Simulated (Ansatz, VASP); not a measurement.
## Two plane-wave programs on Sc

INCAR

```
PREC = Accurate
ENCUT = 520
EDIFF = 1E-6
ISMEAR = -1
SIGMA = 0.1
LREAL = F
LASPH = T
NELM = 100
ALGO = Normal
ISIF = 2
LWAVE = F
LCHARG = T
GGA = PS
LELF = T
LVHAR = T
NBANDS = 12
```

File KPOINTS:

```
Automatic mesh
0
Gamma
  13 13 13
```

File POSCAR:

```
Sc
1.0
    0.0000000000      2.2491787886      2.2491787886
    2.2491787886      0.0000000000      2.2491787886
    2.2491787886      2.2491787886      0.0000000000
Sc
1
Direct
    0.0000000000      0.0000000000      0.0000000000
```

Input for Ansatz:

```yaml
crystal:
  lattice:
    - [0.0, 2.2491787886, 2.2491787886]
    - [2.2491787886, 0.0, 2.2491787886]
    - [2.2491787886, 2.2491787886, 0.0]
  atoms:
    - { symbol: Sc, position: [0.0, 0.0, 0.0] }
hamiltonian:
  xc: pbesol
  pseudopotentials:
    kind: paw
    azcp:
      Sc: "pseudopotentials/Sc.paw.azcp"
basis:
  ecutwfc: 420
  fft_grid_basis: typed
kpoints:
  mp_grid: { grid: [13, 13, 13], shift: [0, 0, 0] }
magnetization:
  spin_polarized: false
scf:
  occupations: { method: fermi_dirac, width: 0.1 }
  lower_state_search: "off"
output:
  stress: true
```

Alike in both runs: task single point; functional PBEsol; k mesh 13 × 13 × 13; occupations fermi-dirac, width 0.1 eV; no spin polarisation.

|  | VASP | Ansatz |
| --- | --- | --- |
| version | VASP 6.6.1 | Ansatz 0.2.0 |
| potentials or method | VASP PAW PBE potentials, release 64 (Sc_sv) | plane waves (420 eV) with PAW, scalar-relativistic |
| plane-wave cutoff (eV) | 520 | 420 |
| valence electrons in the cell | 11 | 11 |

```csv
,VASP,Ansatz,Ansatz less VASP
pressure (GPa),2.3,2.3,-0.01
```

Ansatz warned: «pseudo_functional_mismatch».

Caveats: the PAW data sets were made with another functional, which shifts forces and pressure a little (VASP).
